A silicon crystal is squeezed along one cube axis, z, to 0.97 of its length, while x and y expand equally so that the volume stays the same. The task is to find its stresses and energy from calculations in which other things were changed: the volume, a different shear, or the position of one atom. The pressure is the mean of the three normal stresses, of which stress xx and stress zz act along x and z. Stress xy is a shear stress.

Silicon (Fd-3m, 2 atoms, measured cell from COD, 20.02 Å³/atom) and single changes from it, atoms not relaxed, computed with Ansatz 0.2.0 (all-electron LAPW, PBE, scalar-relativistic, no spin polarisation). The runs use 12 × 12 × 12 k points, Fermi-Dirac smearing of 0.08 eV and a basis error target of 0.25 meV/atom. Compression is positive; the free atoms are spherical and unpolarised.

```
                 change from the base run  pressure (GPa)  stress xx (GPa)  stress zz (GPa)  stress xy (GPa)  energy less free atoms (eV/atom)
                                     base            1.97             1.97             1.97             0.00                            -5.410
                    volume scaled by 0.95            7.50             7.50             7.50             0.00                            -5.381
                   volume scaled by 0.975            4.56             4.56             4.56             0.00                            -5.399
                   volume scaled by 1.025           -0.30            -0.30            -0.30             0.00                            -5.412
                    volume scaled by 1.05           -2.30            -2.30            -2.30             0.00                            -5.408
       atom 2 (Si) moved by 0.05 angstrom            2.05             2.05             2.05            -1.09                            -5.401
equal xy, yz and zx shear strains of +2 %            2.11             2.11             2.11            -2.01                            -5.402
      z stretched by -3 % at fixed volume               ?                ?                ?                ?                                 ?
```

(a) How strongly does the crystal resist a change of volume, and how strongly a shear between its cube axes once the atoms may settle?

Solution. The base cell is already under 1.97 GPa, although it is a measured cell. PBE is known to make silicon slightly too large, and here the pressure vanishes only at a volume about 2 % greater. The offset therefore comes from using a measured cell with a functional that prefers a larger one, and what matters below is how the stresses change from it. A smooth curve through the pressures of the five volume rows gives a bulk modulus of 97 GPa at the base volume.

The shear row gives a stress of 2.01 GPa for a strain of 0.02, hence a shear stiffness, called C44, of about 100 GPa. This value holds for atoms carried along rigidly with the cell. The forces in that run show that they would rather shift against each other, by an estimated 0.025 Å.

The moved-atom row tells what such a shift is worth. There the cell keeps its shape, yet a displacement of 0.05 Å produces a shear stress of 1.09 GPa. Half that displacement, in the direction in which the forces pull, relieves about 0.55 GPa. The relaxed stiffness follows by linear combination:

C44 = (2.01 − 0.55) GPa / 0.02 = 73 GPa

(b) Predict the stresses and the energy of the squeezed crystal, with error bars.

Solution. The squeeze needs a third stiffness, written C11 − C12, which links the difference of the normal stresses to the difference of the strains. A garden trellis shows what kind of stiffness it is. When a trellis is pushed flat, its bars keep their length and only the angles at the joints change, so the joints alone resist. In silicon squeezed along z, all four bonds of an atom likewise keep their length to first order, and the bond angles give way. The picture fails for the shear in (a), which stretches some bonds and shortens others.

Keating's model turns this into numbers with two constants, S for stretching bonds and b for bending the angles between them:

bulk modulus = S + b/3
relaxed C44 = 4Sb/(S + b)
C11 − C12 = 4b

The two stiffnesses from (a) fix S at about 90 GPa and b at about 23 GPa, so C11 − C12 comes to 91.7 GPa. The constants are an effective description of the forces, not a measured division of the energy.

The strain along z is ln 0.97 = −0.0305. At fixed volume x and y each gain half as much, so the strains differ by 0.0457. The stress difference follows:

stress zz − stress xx = 91.7 GPa × 0.0457 = 4.19 GPa

To first order the pressure stays put. Stress zz must then rise by two thirds of this difference, while stress xx falls by one third.

The energy rises by the elastic work. Per unit volume this is half of stress difference times z strain, taken as positive, or 0.064 GPa. Multiplied by the volume per atom, this is 0.008 eV. The base pressure does no work, because the volume is fixed. Stress xy must vanish, since twofold axes through every atom survive the squeeze; they also forbid forces on the atoms, so no settling has to be allowed for.

The error bar comes from asking the model for two things to which it was not fitted directly, although both entered the relaxed C44. The model overestimates the rigid-atom C44 by 12 % and the force that pulls the moved atom back by 22 %. Both quantities depend on the same sum, S + b, which is mostly S, so they are only a rough guide to the error in b. On that basis an uncertainty of 15 % is adopted for C11 − C12. The pressure gets a range of its own, because the shear and the displacement each shifted it by about 0.1 GPa.

Forecast:
stress zz: 4.8 ± 0.6 GPa
stress xx: 0.6 ± 0.4 GPa
pressure: 1.97 ± 0.15 GPa
stress xy: 0.00 GPa
energy: −5.402 ± 0.002 eV/atom

(c) Compare the forecast with the calculation and account for the differences.

The withheld rows as computed:

```
           change from the base run  pressure (GPa)  stress xx (GPa)  stress zz (GPa)  stress xy (GPa)  energy less free atoms (eV/atom)
z stretched by -3 % at fixed volume            1.90             0.56             4.57             0.00                            -5.402
```

Solution. All five values lie within their ranges. The clearest test is the difference between stress zz and stress xx, which is 4.01 GPa against the predicted 4.19 GPa. A solid equally stiff against every shear, with the relaxed C44 from (a), would have given 6.7 GPa. Silicon thus yields more easily to the squeeze than to the other shear, as the trellis picture suggests; the agreement supports the estimate but doesn't establish that the forces in silicon are Keating's.

Stress zz was predicted 0.2 GPa too high, for two reasons that add. The model's C11 − C12 is about 4.5 % above the value that the computed stresses imply, and the pressure came out 0.07 GPa below the forecast. In stress xx the same two errors oppose each other, so its almost exact agreement flatters the model. The energy agrees to the last printed digit, but the whole rise is only eight units of that digit, which makes it a coarser test than the stresses.

The pressure fell, whereas the shear and the displaced atom had raised it. Pressure measures how the energy changes when the cell grows at fixed shape. If C11 − C12 were the same at every volume, the stored elastic energy would grow in proportion to the volume, and the pressure would drop by the energy density found in (b), 0.06 GPa. That is close to the computed drop, but the constancy of C11 − C12 is an assumption here. The printed analysis below lists the fit to the volume rows and each miss.

For a small stretch along z instead of a squeeze, the same reasoning reverses the signs: stress zz falls and stress xx rises by half as much. How exact this mirror image is at 3 % remains open. A run with z stretched by 3 % would help to settle it: averaged with the squeeze, it removes the leading effect of the finite strain from the computed C11 − C12. Any difference from the model that then remains, of either sign, would come mainly from the force model and the stiffnesses fed into it.

Numerical output:

```
fit of P on 5 rows (idx < 5): constant 1.972 +/- 0.0057, coefficient of log(vol) -97.34 +/- 0.1, coefficient of log(vol)**2 202.3 +/- 3.5; rms 0.00521, worst volume scaled by 1.025 -0.00851, leave-one-out rms 0.0211
  rows outside the fit (model, value, miss): atom 2 (Si) moved by 0.05 angstrom 1.972, 2.05, -0.0783; equal xy, yz and zx shear strains of +2 % 2.001, 2.11, -0.109; z stretched by -3 % at fixed volume 1.972, 1.9, 0.0717
Volume at zero pressure over base volume, straight line between two rows: 1.022
Bulk modulus at base volume, GPa: 97.34
C44 with atoms clamped, GPa: 100.5
Estimated relaxation of atom 2 against atom 1 in the sheared cell, angstrom: 0.02518
C44 with atoms relaxed, linear estimate, GPa: 73.06
C11-C12 from the Keating model, GPa: 91.73
Keating error for clamped C44, percent: 12.07
Keating error for restoring force on moved atom, percent: 22.25
Forecast of stress zz minus stress xx, GPa: 4.191
Same difference for an isotropic solid with relaxed C44, GPa: 6.676
Forecast pressure (range 0.15 either way), GPa: 1.972
Forecast stress zz (range 0.6 either way), GPa: 4.766
Forecast stress xx (range 0.4 either way), GPa: 0.5746
Forecast energy (range 0.002 either way), eV/atom: -5.402
Computed stress zz, GPa: 4.57
Forecast less computed stress zz, GPa: 0.1959
Computed stress xx, GPa: 0.56
Forecast less computed stress xx, GPa: 0.01464
Computed stress xy (forecast zero), GPa: 0
Computed energy, eV/atom: -5.402
Forecast less computed energy, eV/atom: -2.396e-05
C11-C12 from the computed stresses, GPa: 87.77
```
